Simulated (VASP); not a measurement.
# ZrB (Fm-3m) in VASP: further runs

The runs below take ZrB through single point, with PBE.

Everything below comes from runs of VASP 6.6.1. Logs are shortened: lines on timing, memory, paths and dates and some standing lists are left out, and cuts for length are marked.

## Step 1: Starting point

Symmetry: Fm-3m, No. 225, cubic system. The conventional cell has a = 4.650 Å, b = 4.650 Å, c = 4.650 Å, α = 90.00°, β = 90.00°, γ = 90.00°. Zr (site symmetry m-3m) is surrounded by 6 B at 2.33 Å. Around B (site symmetry m-3m) lie 6 Zr at 2.33 Å.

## Step 2: Single point, PBE

INCAR

```
SYSTEM = ZrB
ALGO     = Normal         ! electronic algorithm
EDIFF    = 1E-7           ! SCF threshold, eV
ENCUT    = 520            ! plane-wave cutoff, eV
GGA      = PE             ! functional
ISIF     = 2              ! what is computed and relaxed
ISMEAR   = 0              ! smearing method
LASPH    = .True.         ! aspherical terms in the spheres
LCHARG   = .False.        ! write CHGCAR
LREAL    = .False.        ! projectors in reciprocal space
LWAVE    = .False.        ! write WAVECAR
NBANDS   = 14             ! bands
NELM     = 60             ! most SCF steps
PREC     = Accurate       ! precision mode
SIGMA    = 0.15           ! smearing width, eV
```

KPOINTS

```
k-points
0
Gamma
  20 20 20
  0 0 0
```

POSCAR

```
ZrB
1.0
    0.0000000000      2.3250000000      2.3250000000
    2.3250000000      0.0000000000      2.3250000000
    2.3250000000      2.3250000000      0.0000000000
Zr B
1 1
Direct
    0.0000000000      0.0000000000      0.0000000000
    0.5000000000      0.5000000000      0.5000000000
```

Potentials or basis: VASP PAW PBE potentials, release 64 (Zr_sv, B).

On the command line:

```bash
> cat potpaw_PBE.64/Zr_sv/POTCAR potpaw_PBE.64/B/POTCAR > POTCAR
> mpirun -np 1 vasp_std > vasp.out
```

OUTCAR:

```text
SYSTEM = ZrB
   EDIFF = 1E-7
   ENCUT = 520
   GGA = PE
   ISIF = 2
   ISMEAR = 0
   LASPH = .True.
   LREAL = .False.
   NELM = 60
   PREC = Accurate

 ion  position               nearest neighbor table
   1  0.000  0.000  0.000-   2 2.33   2 2.33   2 2.33   2 2.33   2 2.33   2 2.33
   2  0.500  0.500  0.500-   1 2.33   1 2.33   1 2.33   1 2.33   1 2.33   1 2.33

  LATTYP: Found a face centered cubic cell.
 ALAT       =     4.6500000000

  Lattice vectors:

 A1 = (   0.0000000000,   2.3250000000,   2.3250000000)
 A2 = (   2.3250000000,   0.0000000000,   2.3250000000)
 A3 = (   2.3250000000,   2.3250000000,   0.0000000000)

Analysis of symmetry for initial positions (statically):
=====================================================================
 Subroutine PRICEL returns:
 Original cell was already a primitive cell.

 Routine SETGRP: Setting up the symmetry group for a
 face centered cubic supercell.

 Subroutine GETGRP returns: Found 48 space group operations
 (whereof 48 operations were pure point group operations)
 out of a pool of 48 trial point group operations.

The static configuration has the point symmetry O_h .

Analysis of symmetry for dynamics (positions and initial velocities):
=====================================================================
 Subroutine PRICEL returns:
 Original cell was already a primitive cell.

 Routine SETGRP: Setting up the symmetry group for a
 face centered cubic supercell.

 Subroutine GETGRP returns: Found 48 space group operations
 (whereof 48 operations were pure point group operations)
 out of a pool of 48 trial point group operations.

The dynamic configuration has the point symmetry O_h .

 Subroutine INISYM returns: Found 48 space group operations
 (whereof 48 operations are pure point group operations),
 and found     1 'primitive' translations

----------------------------------------------------------------------------------------

                                     Primitive cell

  volume of cell :      25.1362

  direct lattice vectors                    reciprocal lattice vectors
     0.000000000  2.325000000  2.325000000    -0.215053763  0.215053763  0.215053763
     2.325000000  0.000000000  2.325000000     0.215053763 -0.215053763  0.215053763
     2.325000000  2.325000000  0.000000000     0.215053763  0.215053763 -0.215053763

  length of vectors
     3.288046533  3.288046533  3.288046533     0.372484045  0.372484045  0.372484045

  position of ions in fractional coordinates (direct lattice)
     0.000000000  0.000000000  0.000000000
     0.500000000  0.500000000  0.500000000

  ion indices of the primitive-cell ions
   primitive index   ion index
                 1           1
                 2           2

----------------------------------------------------------------------------------------

 KPOINTS: k-points

Automatic generation of k-mesh.
 Grid dimensions read from file:
 generate k-points for:   20   20   20

 Generating k-lattice:

  Cartesian coordinates                     Fractional coordinates (reciprocal lattice)
    -0.010752688  0.010752688  0.010752688     0.050000000  0.000000000  0.000000000
     0.010752688 -0.010752688  0.010752688     0.000000000  0.050000000  0.000000000
     0.010752688  0.010752688 -0.010752688     0.000000000  0.000000000  0.050000000

  Length of vectors
     0.018624202  0.018624202  0.018624202

  Shift w.r.t. Gamma in fractional coordinates (k-lattice)
     0.000000000  0.000000000  0.000000000

 Subroutine IBZKPT returns following result:
 ===========================================

 Found    256 irreducible k-points:

 Following reciprocal coordinates:
            Coordinates               Weight
  0.000000  0.000000  0.000000      1.000000
  0.050000  0.000000  0.000000      8.000000
  0.100000  0.000000  0.000000      8.000000
  0.150000  0.000000  0.000000      8.000000
  0.200000  0.000000  0.000000      8.000000
  0.250000  0.000000  0.000000      8.000000
[... 16 lines left out ...]
 -0.400000  0.050000  0.000000     24.000000
 -0.350000  0.050000  0.000000     24.000000
 [... further k-points ...]
   k-points           NKPTS =    256   k-points in BZ     NKDIM =    256   number of bands    NBANDS=     14
   number of dos      NEDOS =    301   number of ions     NIONS =      2
   total plane-waves  NPLWV =  13824
   dimension x,y,z NGX =    24 NGY =   24 NGZ =   24
   dimension x,y,z NGXF=    48 NGYF=   48 NGZF=   48
   ions per type =               1   1
   NGX,Y,Z   is equivalent  to a cutoff of  12.13, 12.13, 12.13 a.u.
   NGXF,Y,Z  is equivalent  to a cutoff of  24.27, 24.27, 24.27 a.u.
 SYSTEM =  ZrB
   PREC   = accura    normal or accurate (medium, high low for compatibility)
   ISTART =      0    job   : 0-new  1-cont  2-samecut
   ICHARG =      2    charge: 1-file 2-atom 10-const
   ISPIN  =      1    spin polarized calculation?
   LNONCOLLINEAR =      F non collinear calculations
   LSORBIT =      F    spin-orbit coupling
   LASPH  =      T    aspherical Exc in radial PAW
   ENCUT  =  520.0 eV  38.22 Ry    6.18 a.u.   6.11  6.11  6.11*2*pi/ulx,y,z
   NELM   =     60;   NELMIN=  2; NELMDL= -5     # of ELM steps
   EDIFF  = 0.1E-06   stopping-criterion for ELM
   LREAL  =      F    real-space projection
   EDIFFG = 0.1E-05   stopping-criterion for IOM
   NSW    =      0    number of steps for IOM
   IBRION =     -1    ionic relax: 0-MD 1-quasi-New 2-CG
   NFREE  =      0    steps in history (QN), initial steepest desc. (CG)
   ISIF   =      2    stress and relaxation
   ISYM   =      2    0-nonsym 1-usesym 2-fastsym
   POTIM  = 0.5000    time-step for ionic-motion
   TEBEG  =    0.0;   TEEND  =   0.0 temperature during run
   PSTRESS=    0.0 pullay stress
   NELECT =      15.0000    total number of electrons
   NUPDOWN=      -1.0000    fix difference up-down
   EMIN   =  10.00;   EMAX   =-10.00  energy-range for DOS
   EFERMI =   0.00;   METHOD = LEGACY
   ISMEAR =     0;   SIGMA  =   0.15  broadening in eV -4-tet -1-fermi 0-gaus
   EFERMI_NEDOS =   21; number of points for ismear=-14 and -15
   IALGO  =     38    algorithm
   IMIX   =      4    mixing-type and parameters
     AMIX     =   0.40;   BMIX     =  1.00
     AMIX_MAG =   1.60;   BMIX_MAG =  1.00
  volume/ion in A,a.u.               =      12.57        84.81
  Fermi-wavevector in a.u.,A,eV,Ry     =   1.378285  2.604581 25.846565  1.899669
  Thomas-Fermi vector in A             =   2.503360
   LORBIT       =      0    0 simple, 1 ext, 2 COOP (PROOUT), +10 PAW based schemes
   GGA     = PE    functional components
   LHFCALC =     F    Hartree Fock is set to
   AEXX    =    0.0000 exact exchange contribution
   IVDW    =     0    specifies the selected vdW correction
   LEPSILON=     F    determine dielectric tensor
   LRPA    =     F    only Hartree local field effects (RPA)
 non-spin polarized calculation
 Gauss-broadening in eV      SIGMA  =   0.15
  energy-cutoff  :      520.00
  volume of cell :       25.14
 maximum number of plane-waves:       700
   NGX = 13   NGY = 13   NGZ = 13

 number of electron      15.0000000 magnetization

 Free energy of the ion-electron system (eV)
  ---------------------------------------------------
  ext. energy  EPLUGINS =         0.00000000
  ---------------------------------------------------
  free energy    TOTEN  =       -15.58881150 eV

  energy without entropy =      -15.57791340  energy(sigma->0) =      -15.58336245

 E-fermi :   9.0225     XC(G=0): -12.2213

 val. band max:        9.0079293336   @ k =   0.5000   0.2500   0.0000
 cond. band min:       9.0230802705   @ k =  -0.4500   0.3000   0.0500
 fundamental gap:      0.0151509369
 Fermi energy:         9.0225464389

 k-point     1 :       0.0000    0.0000    0.0000
  band No.  band energies     occupation
      1     -37.7569      2.00000
      2     -15.4973      2.00000
      3     -15.4973      2.00000
      4     -15.4973      2.00000
      5       0.6878      2.00000
      6      10.9429      0.00000
      7      10.9429      0.00000
      8      10.9429      0.00000
      9      12.7207      0.00000
     10      12.7207      0.00000
     11      12.8347      0.00000
     12      12.8347      0.00000
     13      12.8347      0.00000
     14      20.1617      0.00000

 k-point     2 :       0.0500    0.0000    0.0000
  band No.  band energies     occupation
      1     -37.7540      2.00000
      2     -15.5227      2.00000
      3     -15.4997      2.00000
      4     -15.4997      2.00000
      5       0.7570      2.00000
      6      10.7124      0.00000
      7      10.9228      0.00000
      8      10.9228      0.00000
      9      11.9746      0.00000
     10      11.9746      0.00000
     11      12.9603      0.00000
     12      13.7361      0.00000
     13      13.7361      0.00000
     14      20.3330      0.00000

 k-point     3 :       0.1000    0.0000    0.0000
  band No.  band energies     occupation
      1     -37.7455      2.00000
      2     -15.5956      2.00000
      3     -15.5064      2.00000
      4     -15.5064      2.00000
      5       0.9600      2.00000
      6      10.1735      0.00000
      7      10.6406      0.00000
      8      10.6406      0.00000
      9      11.6168      0.00000
     10      11.6168      0.00000
     11      13.2079      0.00000
     12      14.7785      0.00000
     13      14.7785      0.00000
     14      20.8227      0.00000
[... 324 lines left out ...]
 k-point    23 :      -0.4000    0.0500    0.0000
  band No.  band energies     occupation
      1     -37.6434      2.00000
      2     -16.3854      2.00000
      3     -15.6098      2.00000
      4     -15.5812      2.00000
      5       4.1393      2.00000
      6       6.0522      2.00000
      7       7.7302      2.00000
      8       7.8545      2.00000
      9      14.1863      0.00000
     10      14.4769      0.00000
     11      15.5781      0.00000
     12      18.6691      0.00000
     13      20.9550      0.00000
     14      22.0780      0.00000

 k-point    24 :      -0.3500    0.0500    0.0000
  band No.  band energies     occupation
      1     -37.6552      2.00000
      2     -16.2986      2.00000
      3     -15.6041      2.00000
      4     -15.5680      2.00000
      5       3.5690      2.00000
      6       6.6220      2.00000
      7       7.9168      2.00000
      8       8.0889      2.00000
      9      13.6312      0.00000
     10      14.0582      0.00000
     11      15.0540      0.00000
     12      19.7159      0.00000
     13      20.1022      0.00000
     14      21.3237      0.00000

 [... further k-points ...]

------------------------ aborting loop because EDIFF is reached ----------------------------------------

  FORCE on cell =-STRESS in cart. coord.  units (eV):
  Direction    XX          YY          ZZ          XY          YZ          ZX
  --------------------------------------------------------------------------------------
  -------------------------------------------------------------------------------------
  Total        5.4868788      5.4868788      5.4868788     -0.0000000      0.0000000     -0.0000000
  in kB      349.7333801    349.7333801    349.7333801     -0.0000000      0.0000000     -0.0000000
  external PRESSURE =     349.7333801 kB  Pullay stress =       0.0000000 kB

 VOLUME and BASIS-vectors are now :
 -----------------------------------------------------------------------------
  energy-cutoff  :      520.00
  volume of cell :       25.14
      direct lattice vectors                 reciprocal lattice vectors
     0.000000000  2.325000000  2.325000000    -0.215053763  0.215053763  0.215053763
     2.325000000  0.000000000  2.325000000     0.215053763 -0.215053763  0.215053763
     2.325000000  2.325000000  0.000000000     0.215053763  0.215053763 -0.215053763

 POSITION                                       TOTAL-FORCE (eV/Angst)
 -----------------------------------------------------------------------------------
      0.00000      0.00000      0.00000         0.000000     -0.000000     -0.000000
      2.32500      2.32500      2.32500        -0.000000      0.000000      0.000000
 -----------------------------------------------------------------------------------
    total drift:                                0.000000     -0.000000     -0.000000

  FREE ENERGIE OF THE ION-ELECTRON SYSTEM (eV)
  ---------------------------------------------------
  free  energy   TOTEN  =       -15.5888114987 eV

  energy  without entropy=      -15.5779133968  energy(sigma->0) =      -15.58336245
```

It took 50 s on 1 thread of Intel Xeon Platinum 8559C (Emerald Rapids), shared host; peak memory 0.21 GiB.

What came out:

* Free energy: -15.5888 eV
* Pressure: 35.0 GPa
* Band gap on the k mesh: none (metal or under the smearing width)

Caveat: a pressure of tens of GPa on the cell as given is suspect, and the run, the potentials or the cell itself is likely at fault.

## Step 3: Single point, PBE

INCAR

```
SYSTEM = ZrB
PREC = Accurate ; ENCUT = 520
EDIFF = 1E-7 ; ISMEAR = 0
SIGMA = 0.15 ; LREAL = .False.
LASPH = .True. ; NELM = 80
ALGO = Normal ; ISIF = 2
LWAVE = .False. ; LCHARG = .False.
GGA = PE ; NBANDS = 14
```

KPOINTS

```
regular mesh
0
Gamma
  18 18 18
  0 0 0
```

POSCAR is that of step 2.

Potentials or basis: VASP PAW PBE potentials, release 64 (Zr_sv, B).

On the command line:

```bash
> cat potpaw_PBE.64/Zr_sv/POTCAR potpaw_PBE.64/B/POTCAR > POTCAR
> mpirun -np 1 vasp_std > vasp.out
```

Wall time 27 s (1 thread of Intel Xeon Platinum 8559C (Emerald Rapids), shared host); peak memory 0.19 GiB.

The run converged. Its results:

```yaml
Free_energy: -15.5884 eV
Pressure: 35.0 GPa
Band_gap_on_the_k_mesh: none (metal or under the smearing width)
```

Levels at points of the mesh, in eV from the Fermi level:
```
           k point  band 4  band 5  band 6  band 7  band 8  band 9  band 10  band 11  band 12  band 13
(0.00, 0.00, 0.00)  -24.51   -8.32    1.93    1.93    1.93    3.71     3.71     3.82     3.82     3.82
(0.50, 0.00, 0.00)  -24.60   -4.19   -3.60   -1.41   -1.41    5.78     5.78     7.38     8.26    13.40
(0.50, 0.50, 0.00)  -24.84   -6.49   -1.12   -0.29    2.55    2.55     5.48     6.94     6.94    10.68
```

Caveat: a pressure of tens of GPa on the cell as given is suspect, and the run, the potentials or the cell itself is likely at fault.
